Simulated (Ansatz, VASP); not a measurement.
## Mo in VASP and in Ansatz

INCAR

```
AGGAC = 1.0
AGGAX = 1.0
ALDAC = 0.0
ALDAX = 1.0
ALGO = Normal
EDIFF = 1E-7
ENCUT = 520
GGA = B5
GGA_COMPAT = False
ISIF = 2
ISMEAR = 0
IVDW = 13
LASPH = True
LCHARG = False
LMAXMIX = 4
LORBIT = 11
LORBMOM = True
LREAL = False
LSORBIT = True
LWAVE = False
MAGMOM = 0 0 0
NBANDS = 25
NELM = 150
PREC = Accurate
SIGMA = 0.15
VDW_A1 = 0.44488865
VDW_A2 = 4.0933009
VDW_S6 = 1.0
VDW_S8 = 2.34076671
```

Contents of KPOINTS:

```
k-points
0
Gamma
  8 8 8
```

POSCAR

```
Mo
1.0
    0.0000000000      2.0014761026      2.0014761026
    2.0014761026      0.0000000000      2.0014761026
    2.0014761026      2.0014761026      0.0000000000
Mo
1
Direct
    0.0000000000      0.0000000000      0.0000000000
```

File input.yaml:

```yaml
crystal:
  lattice:
    - [0.0, 2.0014761026, 2.0014761026]
    - [2.0014761026, 0.0, 2.0014761026]
    - [2.0014761026, 2.0014761026, 0.0]
  atoms:
    - { symbol: Mo, position: [0.0, 0.0, 0.0] }
kpoints:
  mp_grid: { grid: [8, 8, 8] }
scf:
  occupations: { method: gaussian, width: 0.15 }
hamiltonian:
  xc: blyp
  dispersion: d4
  pseudopotentials: { kind: all_electron, lapw: { basis_error: 0.002 } }
magnetization:
  noncollinear: true
  spin_orbit: true
output:
  forces: true
  stress: true
  eigenvalues: true
```

Change from the starting cell: volume scaled by 0.98.

Alike in both runs: task single point; functional BLYP; dispersion D4; k mesh 8 × 8 × 8; occupations gaussian, width 0.15 eV; non-collinear spin, spin-orbit coupling.

```csv
,VASP,Ansatz
version,VASP 6.6.1,Ansatz 0.2.0
potentials or method,"VASP PAW PBE potentials, release 64 (Mo_sv)","all-electron LAPW, relativistic spinors"
plane-wave cutoff (eV),520,see its input
```

```tsv
	VASP	Ansatz	Ansatz less VASP
gap on the k mesh at the Fermi level (eV)	none	none	-
pressure (GPa)	-1.7	-2.4	-0.72
net moment per atom (μB)	0.00	0.00	0.000
dispersion energy (meV/atom)	-1136.0	-1136.1	-0.09
```

A gap of «none» marks a metal or a gap that the smearing closes. Ansatz ran all-electron here, so the differences hold the error of VASP's frozen core and of both bases.

Caveats: the PAW data sets were made with another functional, which shifts forces and pressure a little (VASP); the k mesh is thin for a metal, which can move the energy by tens of meV per atom (Ansatz); pairwise dispersion overbinds metals, which lowers pressure and volume (Ansatz).
